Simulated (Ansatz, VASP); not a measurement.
# AlN: VASP beside Ansatz, part 2 of 2

Wanted: the spread between two codes on one cell, functional and k mesh. The cell is taken from a series of VASP runs on this material, whose earlier steps may have relaxed, scaled or displaced it; both programs get it as it stands.

VASP 6.6.1 and Ansatz 0.2.0.

So far: The starting structure; VASP: band structure, HSE06; Ansatz: band structure, HSE06.

## Step 4: Differences

Known differences besides the potentials themselves: exact exchange at q = 0 is treated differently, which shows on coarse meshes; VASP keeps PBE cores, Ansatz makes them for the functional; the cutoff is 420 eV in Ansatz and 460 eV in VASP; VASP takes a coarser grid for exact exchange (PRECFOCK = Fast). Total energies have different zeros and are not compared.

Both answers:

```
                     quantity  Ansatz   VASP  difference
gap over the path points (eV)   5.535  5.529      +0.006
```

Forces (eV/Å; atoms numbered as in POSCAR):

```
atom        Ansatz x, y, z          VASP x, y, z
 Al1   0.000, 0.000, 0.182   0.000, 0.000, 0.185
 Al2   0.000, 0.000, 0.182   0.000, 0.000, 0.185
  N3  0.000, 0.000, -0.182  0.000, 0.000, -0.185
  N4  0.000, 0.000, -0.182  0.000, 0.000, -0.185
```

Levels at points of the path, from each program's valence-band top (eV; 4 filled, then empty):

```
k (reciprocal lattice)                                   Ansatz                                     VASP
     0.000 0.000 0.000   -1.04 -0.33 -0.33 0.00 5.54 8.12 12.47   -1.05 -0.33 -0.33 0.00 5.53 8.10 12.48
     0.444 0.000 0.000   -3.86 -2.34 -1.72 -0.83 7.22 7.25 9.68   -3.89 -2.36 -1.74 -0.84 7.21 7.27 9.66
     0.389 0.222 0.000  -3.78 -3.17 -2.25 -2.12 6.60 9.24 10.77  -3.81 -3.19 -2.27 -2.14 6.61 9.26 10.79
     0.185 0.185 0.000   -4.00 -2.17 -1.26 -0.83 8.46 8.60 9.95   -4.03 -2.19 -1.27 -0.84 8.47 8.59 9.97
     0.000 0.000 0.111  -1.02 -0.35 -0.35 -0.30 5.78 8.16 12.37  -1.03 -0.35 -0.35 -0.30 5.77 8.13 12.38
     0.000 0.000 0.500  -0.70 -0.70 -0.70 -0.70 7.95 7.95 11.99  -0.70 -0.70 -0.70 -0.70 7.93 7.93 11.97
     0.444 0.000 0.500  -1.66 -1.66 -1.54 -1.54 6.71 6.71 10.79  -1.68 -1.68 -1.55 -1.55 6.70 6.70 10.79
     0.389 0.222 0.500  -3.60 -3.60 -0.97 -0.97 8.02 8.02 10.22  -3.62 -3.62 -0.98 -0.98 8.02 8.02 10.23
     0.185 0.185 0.500  -2.28 -2.28 -1.35 -1.35 8.04 8.04 11.11  -2.30 -2.30 -1.37 -1.37 8.04 8.04 11.11
     0.500 0.000 0.389  -2.03 -1.94 -1.42 -1.23 6.30 7.04 10.48  -2.05 -1.95 -1.44 -1.24 6.30 7.04 10.48
```

The forces differ by 2.0 meV/Å r.m.s., which is 1.9 % of the r.m.s. force of 0.11 eV/Å (both taken over all components). Among the levels compared at these points, filled levels agree within 40 meV and empty ones within 37 meV.

## Step 5: Ansatz: band structure, r2SCAN-EpsX with an exact-exchange share of 0.222

The same path points are solved in both programs, so levels can be compared one by one.

The cell is taken from a series of VASP runs on this material, whose earlier steps may have relaxed, scaled or displaced it; both programs get it as it stands.

input.yaml

```yaml
crystal:
  lattice:
    - [3.111, 0.0, 0.0]
    - [-1.5555, 2.6942050312, 0.0]
    - [0.0, 0.0, 4.978]
  atoms:
    - { symbol: Al, position: [0.6666666667, 0.3333333333, 0.5] }
    - { symbol: Al, position: [0.3333333333, 0.6666666667, 0.0] }
    - { symbol: "N", position: [0.6666666667, 0.3333333333, 0.885] }
    - { symbol: "N", position: [0.3333333333, 0.6666666667, 0.385] }
hamiltonian:
  xc: { exchange: r2scan, correlation: r2scan, exx: { coeff: 0.222 } }
  pseudopotentials: { kind: paw }
kpoints:
  mp_grid: { grid: [5, 5, 3] }
  band_path:
    path:
      - [0.0, 0.0, 0.0]
      - [0.44444, 0.0, 0.0]
      - [0.38889, 0.22222, 0.0]
      - [0.18519, 0.18519, 0.0]
      - [0.0, 0.0, 0.11111]
      - [0.0, 0.0, 0.5]
      - [0.44444, 0.0, 0.5]
      - [0.38889, 0.22222, 0.5]
      - [0.18519, 0.18519, 0.5]
      - [0.5, 0.0, 0.38889]
      - [0.33333, 0.33333, 0.0]
      - [0.33333, 0.33333, 0.5]
    npoints: 1
scf:
  occupations: { method: gaussian, width: 0.03 }
  n_extra_bands: 8
output:
  forces: true
  stress: true
  eigenvalues: true
```

Started as:

```console
ansatz run input.yaml --threads 4 --pin off --max-ram 9216MiB --backend cpu --events-out ev --progress --plain --runs-dir out
```

Numbers of over 12 decimals in the logs are rounded to 6 here.

Output:

```text
[...]
Crystal: 4 atoms, lattice volume = 41.724 Å³
Basis set: ecut = 500 eV, 1087 PW (Γ), exchange–correlation on 96×96×160 points (64 copies of the dense FFT grid, shifted against one another)
Bands: 16, of which v1, the nominal top of the filled ones, is band 8 counted from 1 (7 counted from 0)
Symmetry: 12 space group operations
[...]
k-points: 10 of 75 (time reversal used)
[...]
--- Band table (eV; the first three rows and the last of 10) ---
  k-point 0: bands = [... 4 lower, 4.8486, 5.5710, 5.5710, 5.9059, 12.3519, 15.0681, 19.4778, 19.7006, ... 4 higher]
  k-point 1: bands = [... 4 lower, 5.0203, 5.0203, 5.3809, 5.3809, 13.9130, 15.1915, 18.9071, 19.7037, ... 4 higher]
  k-point 2: bands = [... 4 lower, 3.8048, 4.2869, 5.4363, 5.6144, 14.0557, 16.2599, 17.1767, 18.3264, ... 4 higher]
  k-point 9: bands = [... 4 lower, 2.0963, 3.0656, 4.2657, 4.8824, 14.1173, 15.4787, 17.2492, 17.5078, ... 4 higher]
[key lines of the parts left out:]
Free energy (F): -1856.278897 eV
Fermi energy:    9.128893 eV
P = ⅓ Tr σ = -3.5439 GPa (-35.439 kbar)
```

It took 22 s on 4 threads of Arm Neoverse V1, shared host; peak memory 0.73 GiB; 81 s of CPU time.

## Step 6: VASP: band structure, r2SCAN-EpsX with an exact-exchange share of 0.222

The same cell, functional, mesh and smearing now go to VASP, with its own data sets and cutoff.

The run reads the wave functions of an earlier VASP run, which isn't shown here.

INCAR

```
SYSTEM = AlN
PREC = Accurate
ENCUT = 460
EDIFF = 1E-06
NELM = 100
ISMEAR = 0
SIGMA = 0.03
LREAL = .FALSE.
ALGO = Normal
LHFCALC = .TRUE.
AEXX = 0.222
METAGGA = R2SCAN
LASPH = .TRUE.
NBANDS = 14
PRECFOCK = Fast
HFRCUT = -1
LORBIT = 11
LWAVE = .FALSE.
LCHARG = .FALSE.
KPAR = 4
```

POSCAR

```
AlN
1.0
    3.1110000000      0.0000000000      0.0000000000
   -1.5555000000      2.6942050312      0.0000000000
    0.0000000000      0.0000000000      4.9780000000
Al N
2 2
Direct
    0.6666666667      0.3333333333      0.5000000000
    0.3333333333      0.6666666667      0.0000000000
    0.6666666667      0.3333333333      0.8850000000
    0.3333333333      0.6666666667      0.3850000000
```

KPOINTS

```
Automatic mesh
0
Gamma
5 5 3
0 0 0
```

KPOINTS_OPT

```
Line mode
10
Line-mode
Reciprocal
  0.00000000   0.00000000   0.00000000 GAMMA
  0.50000000   0.00000000   0.00000000 M

  0.50000000   0.00000000   0.00000000 M
  0.33333333   0.33333333   0.00000000 K

  0.33333333   0.33333333   0.00000000 K
  0.00000000   0.00000000   0.00000000 GAMMA

  0.00000000   0.00000000   0.00000000 GAMMA
  0.00000000   0.00000000   0.50000000 A

  0.00000000   0.00000000   0.50000000 A
  0.50000000   0.00000000   0.50000000 L

  0.50000000   0.00000000   0.50000000 L
  0.33333333   0.33333333   0.50000000 H

  0.33333333   0.33333333   0.50000000 H
  0.00000000   0.00000000   0.50000000 A

  0.50000000   0.00000000   0.50000000 L
  0.50000000   0.00000000   0.00000000 M

  0.33333333   0.33333333   0.00000000 K
  0.33333333   0.33333333   0.50000000 H
```

Potentials, in the order of the species: Al and N (PBE family, release 64).

Started as:

```console
mpirun -np 4 vasp_std
```

Output:

```text
[banner, memory and clock lines left out]
running    4 mpi-ranks, on    1 nodes
[...]
|                                                                             |
|               ----> ADVICE to this user running VASP <----                  |
|                                                                             |
|     You enforced a specific xc type in the INCAR file but a different       |
|     [... a line on the potential file left out ...]
|     I HOPE YOU KNOW WHAT YOU ARE DOING!                                     |
|                                                                             |

 LDA part: xc-table for (None), standard interpolation
 found WAVECAR, reading the header
 POSCAR, INCAR and KPOINTS ok, starting setup
[...]
HFRCUT set to (new)   9.073734
 reading WAVECAR
 the WAVECAR file was read successfully
 initial charge from wavefunction
 entering main loop
       N       E                     dE             d eps       ncg     rms          rms(c)
[...]
DAV:  15    -0.426476640054E+02   -0.10322E-05   -0.19584E-08   212   0.119E-03    0.125E-03
DAV:  16    -0.426476645129E+02   -0.50749E-06   -0.56822E-09   212   0.689E-04
   1 F= -.42647665E+02 E0= -.42647665E+02  d E =-.380391E-12
 Start KPOINTS_OPT (optional k-point list driver)
k-point batch [1-10\90]
       N       E                     dE             ncg
DAV:   1     0.717310528539E+03   -0.21344E+04      280
DAV:   2    -0.591233737031E+02   -0.77643E+03      356
DAV:   3    -0.123588933437E+03   -0.64466E+02      352
DAV:   4    -0.124496342989E+03   -0.90741E+00      376
DAV:   5    -0.124506998300E+03   -0.10655E-01      374
DAV:   6    -0.124507177661E+03   -0.17936E-03      372
DAV:   7    -0.124507182330E+03   -0.46689E-05      322
DAV:   8    -0.124507182488E+03   -0.15822E-06      272
[...]
k-point batch [81-90\90]
       N       E                     dE             ncg
DAV:   1     0.445680949328E+03   -0.60293E+04      280
DAV:   2    -0.179822872077E+03   -0.62550E+03      356
DAV:   3    -0.221993949145E+03   -0.42171E+02      382
DAV:   4    -0.222649601079E+03   -0.65565E+00      400
DAV:   5    -0.222657181085E+03   -0.75800E-02      388
DAV:   6    -0.222657363689E+03   -0.18260E-03      370
DAV:   7    -0.222657368180E+03   -0.44909E-05      316
DAV:   8    -0.222657368325E+03   -0.14507E-06      260
```

From OUTCAR (step 6):

```text
 POSITION                                       TOTAL-FORCE (eV/Angst)
 -----------------------------------------------------------------------------------
      1.55550      0.89807      2.48900         0.000000      0.000000      0.194761
     -0.00000      1.79614      0.00000        -0.000000      0.000000      0.194761
      1.55550      0.89807      4.40553        -0.000000     -0.000000     -0.194761
     -0.00000      1.79614      1.91653         0.000000     -0.000000     -0.194761
 -----------------------------------------------------------------------------------
    total drift:                                0.000000     -0.000000     -0.021531

  FREE ENERGIE OF THE ION-ELECTRON SYSTEM (eV)
  ---------------------------------------------------
  free  energy   TOTEN  =       -42.6476645129 eV

  energy  without entropy=      -42.6476645129  energy(sigma->0) =      -42.64766451

[... 2 parts as in an earlier step ...]

[... 1 further part left out ...]
[key lines of the parts left out:]
E-fermi :   5.0416
```

## Step 7: Side by side

What differs besides the data sets and the points named for the pairs above, as far as they apply: the cutoff is 500 eV in Ansatz and 460 eV in VASP. Total energies have different zeros and are not compared.

Compared:

```
                     quantity  Ansatz   VASP  difference
gap over the path points (eV)   6.446  6.465      -0.019
```

Forces (eV/Å; atoms numbered as in POSCAR):

```
atom        Ansatz x, y, z          VASP x, y, z
 Al1   0.000, 0.000, 0.191   0.000, 0.000, 0.195
 Al2   0.000, 0.000, 0.191   0.000, 0.000, 0.195
  N3  0.000, 0.000, -0.191  0.000, 0.000, -0.195
  N4  0.000, 0.000, -0.191  0.000, 0.000, -0.195
```

Levels at points of the path, from each program's valence-band top (eV; 4 filled, then empty):

```
k (reciprocal lattice)                                    Ansatz                                      VASP
     0.000 0.000 0.000    -1.06 -0.34 -0.34 0.00 6.45 9.16 13.57    -1.06 -0.34 -0.34 0.00 6.46 9.15 13.60
     0.444 0.000 0.000   -3.87 -2.36 -1.72 -0.83 8.19 8.21 10.70   -3.89 -2.37 -1.73 -0.84 8.20 8.21 10.70
     0.389 0.222 0.000  -3.78 -3.18 -2.27 -2.12 7.53 10.25 11.83  -3.81 -3.19 -2.27 -2.13 7.54 10.27 11.85
     0.185 0.185 0.000   -4.01 -2.17 -1.27 -0.83 9.42 9.57 10.98   -4.03 -2.18 -1.27 -0.84 9.43 9.58 11.00
     0.000 0.000 0.111   -1.04 -0.36 -0.36 -0.29 6.69 9.20 13.47   -1.04 -0.36 -0.36 -0.29 6.71 9.19 13.49
     0.000 0.000 0.500   -0.71 -0.71 -0.71 -0.71 8.92 8.92 13.12   -0.71 -0.71 -0.71 -0.71 8.93 8.93 13.10
     0.444 0.000 0.500   -1.68 -1.68 -1.55 -1.55 7.66 7.66 11.87   -1.69 -1.69 -1.56 -1.56 7.66 7.66 11.87
     0.389 0.222 0.500   -3.62 -3.62 -0.98 -0.98 8.99 8.99 11.27   -3.63 -3.63 -0.98 -0.98 9.00 9.00 11.28
     0.185 0.185 0.500   -2.30 -2.30 -1.36 -1.36 9.01 9.01 12.18   -2.31 -2.31 -1.36 -1.36 9.01 9.01 12.18
     0.500 0.000 0.389   -2.04 -1.95 -1.44 -1.24 7.25 8.01 11.55   -2.05 -1.97 -1.44 -1.24 7.25 8.01 11.55
```

The forces differ by 2.3 meV/Å r.m.s., which is 2.1 % of the r.m.s. force of 0.11 eV/Å (both taken over all components). Among the levels compared at these points, filled levels agree within 32 meV and empty ones within 38 meV.

## Step 8: Summary of results

| Item | Value |
| --- | --- |
| difference in gap over the path points (band structure, HSE06) | 0.0058 eV |
| difference in gap over the path points (band structure, r2SCAN-EpsX with an exact-exchange share of 0.222) | -0.019 eV |

**Reading.** The difference in gap over the path points is -0.019 eV (band structure, r2SCAN-EpsX with an exact-exchange share of 0.222), within the 0.08 eV picked in this series as the mark of a large difference. Such differences can come from data sets, numerical settings and the points named under the comparisons, not from the functional's error against experiment.

[Lines on the potential files, build, host, timing and source positions are cut from VASP's logs without a mark.]

[Logs are printed without paths, hosts, clocks, repeated set-up lines and the standing remarks that a program may print on its own settings, such as how far it seeks lower states.]

[Hosts, paths, dates, database ids (printed as entryN), source tags and the programs' standing remarks are cut or masked in the printed files.]
